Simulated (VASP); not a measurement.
# Ag (P6_3/mmc) in VASP: further runs, part 2 of 2

VASP 6.6.1.

**3. Electric field gradients, PBE (volume scaled by 0.95, crystal datasets)**

Input file INCAR:

```
PREC = Accurate ; ENCUT = 520
EDIFF = 1E-8 ; ISMEAR = -1
SIGMA = 0.03 ; LREAL = False
LASPH = True ; NELM = 100
ALGO = Normal ; ISIF = 2
LWAVE = False ; LCHARG = False
GGA = PE ; LEFG = True
NBANDS = 18
```

Input file KPOINTS:

```
regular mesh
0
Gamma
  13 13 7
```

Input file POSCAR:

```
Ag
1.0
    2.8803275003      0.0000000000      0.0000000000
   -1.4401637502      2.4944367866      0.0000000000
    0.0000000000      0.0000000000      4.7087978722
Ag
2
Direct
    0.3333333333      0.6666666667      0.2500000000
    0.6666666667      0.3333333333      0.7500000000
```

Potentials or basis: VASP PAW PBE potentials, release 64 (Ag).

The run is started by

```console
$ cat potpaw_PBE.64/Ag/POTCAR > POTCAR
$ mpirun -np 1 vasp_std > vasp.out
```

OUTCAR:

```text
PREC = Accurate
   ENCUT = 520
   EDIFF = 1E-8
   ISMEAR = -1
   LREAL = False
   LASPH = True
   NELM = 100
   ISIF = 2
   GGA = PE

 ion  position               nearest neighbor table
   1  0.333  0.667  0.250-   2 2.88   2 2.88   2 2.88   2 2.88   2 2.88   2 2.88
   2  0.667  0.333  0.750-   1 2.88   1 2.88   1 2.88   1 2.88   1 2.88   1 2.88

  LATTYP: Found a hexagonal cell.
 ALAT       =     2.8803275003
 C/A-ratio  =     1.6348133578

  Lattice vectors:

 A1 = (   2.8803275003,   0.0000000000,   0.0000000000)
 A2 = (  -1.4401637502,   2.4944367866,   0.0000000000)
 A3 = (   0.0000000000,   0.0000000000,   4.7087978722)

Analysis of symmetry for initial positions (statically):
=====================================================================
 Subroutine PRICEL returns:
 Original cell was already a primitive cell.

 Routine SETGRP: Setting up the symmetry group for a
 hexagonal supercell.

 Subroutine GETGRP returns: Found 24 space group operations
 (whereof 12 operations were pure point group operations)
 out of a pool of 24 trial point group operations.

The static configuration has the point symmetry D_3d.
 The point group associated with its full space group is D_6h.

Analysis of symmetry for dynamics (positions and initial velocities):
=====================================================================
 Subroutine PRICEL returns:
 Original cell was already a primitive cell.

 Routine SETGRP: Setting up the symmetry group for a
 hexagonal supercell.

 Subroutine GETGRP returns: Found 24 space group operations
 (whereof 12 operations were pure point group operations)
 out of a pool of 24 trial point group operations.

The dynamic configuration has the point symmetry D_3d.
 The point group associated with its full space group is D_6h.

 Subroutine INISYM returns: Found 24 space group operations
 (whereof 12 operations are pure point group operations),
 and found     1 'primitive' translations

----------------------------------------------------------------------------------------

                                     Primitive cell

  volume of cell :      33.8317

  direct lattice vectors                    reciprocal lattice vectors
     2.880327500  0.000000000  0.000000000     0.347182742  0.200446050  0.000000000
    -1.440163750  2.494436787  0.000000000     0.000000000  0.400892099  0.000000000
     0.000000000  0.000000000  4.708797872     0.000000000  0.000000000  0.212368428

  length of vectors
     2.880327500  2.880327500  4.708797872     0.400892099  0.400892099  0.212368428

  position of ions in fractional coordinates (direct lattice)
     0.333333333  0.666666667  0.250000000
     0.666666667  0.333333333  0.750000000

  ion indices of the primitive-cell ions
   primitive index   ion index
                 1           1
                 2           2

----------------------------------------------------------------------------------------
[... 76 lines left out ...]
   ISIF   =      2    stress and relaxation
   ISYM   =      2    0-nonsym 1-usesym 2-fastsym
   POTIM  = 0.5000    time-step for ionic-motion
   TEBEG  =    0.0;   TEEND  =   0.0 temperature during run
   PSTRESS=    0.0 pullay stress
   NELECT =      22.0000    total number of electrons
   NUPDOWN=      -1.0000    fix difference up-down
   EMIN   =  10.00;   EMAX   =-10.00  energy-range for DOS
   EFERMI =   0.00;   METHOD = LEGACY
   ISMEAR =    -1;   SIGMA  =   0.03  broadening in eV -4-tet -1-fermi 0-gaus
   EFERMI_NEDOS =   21; number of points for ismear=-14 and -15
   IALGO  =     38    algorithm
   IMIX   =      4    mixing-type and parameters
     AMIX     =   0.40;   BMIX     =  1.00
     AMIX_MAG =   1.60;   BMIX_MAG =  1.00
  volume/ion in A,a.u.               =      16.92       114.15
  Fermi-wavevector in a.u.,A,eV,Ry     =   1.418320  2.680236 27.369913  2.011632
  Thomas-Fermi vector in A             =   2.539458
   LORBIT       =      0    0 simple, 1 ext, 2 COOP (PROOUT), +10 PAW based schemes
   GGA     = PE    functional components
   LHFCALC =     F    Hartree Fock is set to
   AEXX    =    0.0000 exact exchange contribution
   IVDW    =     0    specifies the selected vdW correction
   LEPSILON=     F    determine dielectric tensor
   LRPA    =     F    only Hartree local field effects (RPA)
 non-spin polarized calculation
  energy-cutoff  :      520.00
  volume of cell :       33.83
 maximum number of plane-waves:       929
 NGX is ok and might be reduce to    24
   NGX = 11   NGY = 11   NGZ = 17

 number of electron      21.9999999 magnetization

 Free energy of the ion-electron system (eV)
  ---------------------------------------------------
  ext. energy  EPLUGINS =         0.00000000
  ---------------------------------------------------
  free energy    TOTEN  =        -5.40212155 eV

  energy without entropy =       -5.40042787  energy(sigma->0) =       -5.40127471

 E-fermi :   8.5942     XC(G=0): -12.2569

 val. band max:        8.5211059199   @ k =   0.3846   0.0000   0.4286
 cond. band min:       8.6120783796   @ k =   0.0769   0.0000   0.0000
 fundamental gap:      0.0909724597
 Fermi energy:         8.5941608077

 k-point     1 :       0.0000    0.0000    0.0000
  band No.  band energies     occupation
      1       0.7142      2.00000
      2       2.0871      2.00000
      3       3.6939      2.00000
      4       3.7873      2.00000
      5       3.7873      2.00000
      6       4.0288      2.00000
[... 481 lines left out ...]
      5       3.8333      2.00000
      6       4.0161      2.00000
[... 10 lines left out ...]
     17      25.7826      0.00000
     18      26.2595      0.00000

 [... further k-points ...]

------------------------ aborting loop because EDIFF is reached ----------------------------------------

  FORCE on cell =-STRESS in cart. coord.  units (eV):
  Direction    XX          YY          ZZ          XY          YZ          ZX
  --------------------------------------------------------------------------------------
  -------------------------------------------------------------------------------------
  Total        1.0366167      1.0366167      1.4362616     -0.0000000      0.0000000      0.0000000
  in kB       49.0912796     49.0912796     68.0173508     -0.0000000      0.0000000      0.0000000
  external PRESSURE =      55.3999700 kB  Pullay stress =       0.0000000 kB

 VOLUME and BASIS-vectors are now :
 -----------------------------------------------------------------------------
  energy-cutoff  :      520.00
  volume of cell :       33.83
      direct lattice vectors                 reciprocal lattice vectors
     2.880327500  0.000000000  0.000000000     0.347182742  0.200446050  0.000000000
    -1.440163750  2.494436787  0.000000000     0.000000000  0.400892099  0.000000000
     0.000000000  0.000000000  4.708797872     0.000000000  0.000000000  0.212368428

 POSITION                                       TOTAL-FORCE (eV/Angst)
 -----------------------------------------------------------------------------------
     -0.00000      1.66296      1.17720         0.000000      0.000000      0.000000
      1.44016      0.83148      3.53160        -0.000000     -0.000000      0.000000
 -----------------------------------------------------------------------------------
    total drift:                               -0.000000      0.000000     -0.000000

  FREE ENERGIE OF THE ION-ELECTRON SYSTEM (eV)
  ---------------------------------------------------
  free  energy   TOTEN  =        -5.4021215542 eV

  energy  without entropy=       -5.4004278737  energy(sigma->0) =       -5.40127471

 Electric field gradients (V/A^2)
---------------------------------------------------------------------
 ion       V_xx      V_yy      V_zz      V_xy      V_xz      V_yz
---------------------------------------------------------------------
   1       3.040     3.040    -6.080    -0.000     0.000    -0.000
   2       3.040     3.040    -6.080    -0.000    -0.000     0.000
---------------------------------------------------------------------

 Electric field gradients after diagonalization (V/A^2)
 (convention: |V_zz| > |V_xx| > |V_yy|)
----------------------------------------------------------------------
 ion       V_xx      V_yy      V_zz     asymmetry (V_yy - V_xx)/ V_zz
----------------------------------------------------------------------
   1       3.040     3.039    -6.080       0.000
   2       3.040     3.039    -6.080       0.000
----------------------------------------------------------------------

           NMR quadrupolar parameters

 Cq : quadrupolar parameter    Cq=e*Q*V_zz/h
 eta: asymmetry parameters     (V_yy - V_xx)/ V_zz
 Q  : nuclear electric quadrupole moment in mb (millibarn)
----------------------------------------------------------------------
 ion       Cq(MHz)       eta       Q (mb)
----------------------------------------------------------------------
   1      -0.015       0.000       1.000
   2      -0.015       0.000       1.000
----------------------------------------------------------------------
```

OSZICAR:

```text
N       E                     dE             d eps       ncg     rms          rms(c)
DAV:   1     0.125649435788E+03    0.12565E+03   -0.11882E+04  3024   0.122E+03
DAV:   2    -0.389430597810E+01   -0.12954E+03   -0.12339E+03  3160   0.270E+02
DAV:   3    -0.591378309395E+01   -0.20195E+01   -0.20131E+01  3478   0.379E+01
DAV:   4    -0.591992583239E+01   -0.61427E-02   -0.61421E-02  3366   0.206E+00
DAV:   5    -0.591997547402E+01   -0.49642E-04   -0.49641E-04  3360   0.198E-01    0.754E+00
DAV:   6    -0.542507967782E+01    0.49490E+00   -0.11783E+00  3140   0.118E+01    0.487E+00
DAV:   7    -0.540788878848E+01    0.17191E-01   -0.16757E-02  3308   0.126E+00    0.269E+00
DAV:   8    -0.540209953990E+01    0.57892E-02   -0.12515E-03  3216   0.271E-01    0.126E-01
DAV:   9    -0.540211014744E+01   -0.10608E-04   -0.15422E-05  3496   0.306E-02    0.342E-02
DAV:  10    -0.540212266823E+01   -0.12521E-04   -0.77392E-06  3364   0.257E-02    0.866E-03
DAV:  11    -0.540212163991E+01    0.10283E-05   -0.89794E-08  3264   0.257E-03    0.871E-04
DAV:  12    -0.540212154027E+01    0.99643E-07   -0.80720E-09  2530   0.775E-04    0.209E-04
DAV:  13    -0.540212155201E+01   -0.11745E-07   -0.28809E-10  1630   0.161E-04    0.401E-05
DAV:  14    -0.540212155416E+01   -0.21482E-08   -0.37123E-11  1606   0.528E-05
   1 F= -.54021216E+01 E0= -.54012747E+01  d E =-.169368E-02
```

stdout:

```text
POSCAR found type information on POSCAR Ag
 POSCAR found :  1 types and       2 ions
 scaLAPACK will be used
 LDA part: xc-table for (Slater+PW92), standard interpolation
 POSCAR, INCAR and KPOINTS ok, starting setup
 FFT: planning ... GRIDC
 FFT: planning ... GRID_SOFT
 FFT: planning ... GRID
 WAVECAR not read
 entering main loop
ion   1

ion   2
```

It took 19 s on 1 thread of Intel Xeon Platinum 8488C (Sapphire Rapids), shared host; peak memory 0.17 GiB.

What came out:

* Free energy: -5.4021 eV
* Pressure: 5.5 GPa
* Band gap on the k mesh: none (metal or under the smearing width)

Stress tensor (GPa, compression positive):
```
4.91 0.00 0.00
0.00 4.91 0.00
0.00 0.00 6.80
```

Electric field gradients, principal values (V/Å²):
| atom | Vxx | Vyy | Vzz |
| --- | --- | --- | --- |
| 1 Ag | 3.039 | 3.040 | -6.080 |
| 2 Ag | 3.039 | 3.040 | -6.080 |
